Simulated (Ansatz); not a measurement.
# Bands of Au

```
Au
1.0
     0.00000    2.04550    2.04550
     2.04550    0.00000    2.04550
     2.04550    2.04550    0.00000
Au
1
Direct
  0.00000 0.00000 0.00000
```

The geometry is COD entry 9013036, unchecked; take it as a test cell. It was measured hot, at 574 K.

Spin–orbit coupling is left out, though it moves levels of the heavy atoms by tenths of an eV or more.

Theory: Ansatz 0.2.0, DFT, PBE, all-electron LAPW, scalar-relativistic.

Settings: a Γ-centred 14×14×14 k mesh, Fermi–Dirac smearing of 0.08 eV, basis error target 0.25 meV/atom, no spin polarisation.

Points in fractions of the reciprocal vectors of this cell: Γ (0, 0, 0), X (0.5, 0, 0.5), U (0.625, 0.25, 0.625), K (0.375, 0.375, 0.75), L (0.5, 0.5, 0.5), W (0.5, 0.25, 0.75). The path joins them by straight lines in the order Γ–X–U–K–Γ–L–W–X; legs that retrace an earlier one aren't tabulated. Energies are in eV from the Fermi level.

Task: Metal or insulator at this level of theory?

Result: No gap opens: metallic or semimetallic.

Task: Tabulate bands 19 to 24, counted from the lowest band of the run, along the path.

Result: 
```
k (1/Å)  point  band 19  band 20  band 21  band 22  band 23  band 24
   0.00      Γ    -4.64    -4.64    -3.13    -3.13    14.51    18.48
   0.22           -4.53    -4.53    -3.26    -3.08    14.79    17.75
   0.44           -4.22    -4.22    -3.59    -2.93    15.58    16.74
   0.66           -3.93    -3.72    -3.72    -2.71    15.83    15.83
   0.88           -3.74    -3.08    -3.08    -2.45    13.74    13.74
   1.10           -2.40    -2.40    -2.39    -2.21    10.92    11.85
   1.32           -2.04    -1.84    -1.84    -0.34     7.58    10.52
   1.54      X    -1.98    -1.61    -1.61     1.05     5.78    10.03
   1.61           -2.00    -1.72    -1.62     1.19     5.75     9.90
   1.69           -2.07    -1.99    -1.65     1.55     5.65     9.56
   1.77           -2.35    -2.18    -1.70     2.06     5.48     9.10
   1.85           -2.72    -2.32    -1.76     2.65     5.22     8.60
   1.92           -3.10    -2.49    -1.84     3.29     4.86     8.13
   2.00           -3.46    -2.66    -1.94     3.97     4.41     7.74
   2.08      U    -3.79    -2.84    -2.06     3.87     4.69     7.45
   2.21           -4.06    -2.99    -2.05     3.66     4.96     7.54
   2.35           -4.46    -3.16    -1.97     3.60     4.97     8.02
   2.48           -4.82    -3.27    -1.92     3.61     4.90     8.57
   2.62           -4.82    -3.27    -1.92     3.61     4.90     8.57
   2.75           -4.46    -3.16    -1.97     3.60     4.97     8.02
   2.89           -4.06    -2.99    -2.05     3.66     4.96     7.54
   3.02      K    -3.79    -2.84    -2.06     3.87     4.69     7.45
   3.25           -4.59    -3.34    -2.48     2.04     6.99     7.20
   3.48           -4.91    -3.67    -2.97     0.28     8.02     9.43
   3.72           -4.62    -3.77    -3.48    -1.20     9.91    11.90
   3.95           -4.35    -3.94    -3.67    -2.32    12.38    14.14
   4.18           -4.32    -4.32    -3.45    -2.95    14.85    15.23
   4.42           -4.56    -4.53    -3.22    -3.11    14.81    17.15
   4.65      Γ    -4.64    -4.64    -3.13    -3.13    14.51    18.48
   4.84           -4.58    -4.58    -3.16    -3.16    14.71    17.40
   5.03           -4.44    -4.44    -3.19    -3.19    14.81    15.64
   5.22           -4.35    -4.35    -3.10    -3.10    12.54    15.68
   5.41           -4.40    -4.40    -2.79    -2.79     9.77    15.30
   5.60           -4.53    -3.48    -2.39    -2.39     6.96    14.63
   5.79           -4.64    -2.06    -2.06    -1.94     4.43    14.14
   5.98      L    -4.68    -1.93    -1.93    -0.92     3.09    13.97
   6.13           -4.60    -2.50    -1.95    -0.25     3.08    14.07
   6.29           -4.38    -3.26    -1.99     0.84     3.05    14.16
   6.44           -4.02    -3.92    -2.05     2.05     3.05    13.20
   6.60           -4.44    -3.60    -2.08     3.16     3.31    11.16
   6.75           -4.81    -3.31    -1.96     3.49     4.58     9.15
   6.91           -5.03    -3.26    -1.73     4.13     5.73     7.35
   7.06      W    -5.10    -3.28    -1.61     4.74     6.32     6.32
   7.17           -4.63    -3.19    -1.61     4.78     5.43     7.18
   7.28           -4.11    -2.95    -1.61     4.52     4.90     7.97
   7.39           -3.54    -2.66    -1.61     3.61     5.09     8.66
   7.50           -2.94    -2.39    -1.61     2.74     5.32     9.24
   7.61           -2.34    -2.17    -1.61     1.95     5.55     9.67
   7.72           -2.03    -1.84    -1.61     1.32     5.72     9.94
   7.83      X    -1.98    -1.61    -1.61     1.05     5.78    10.03
```
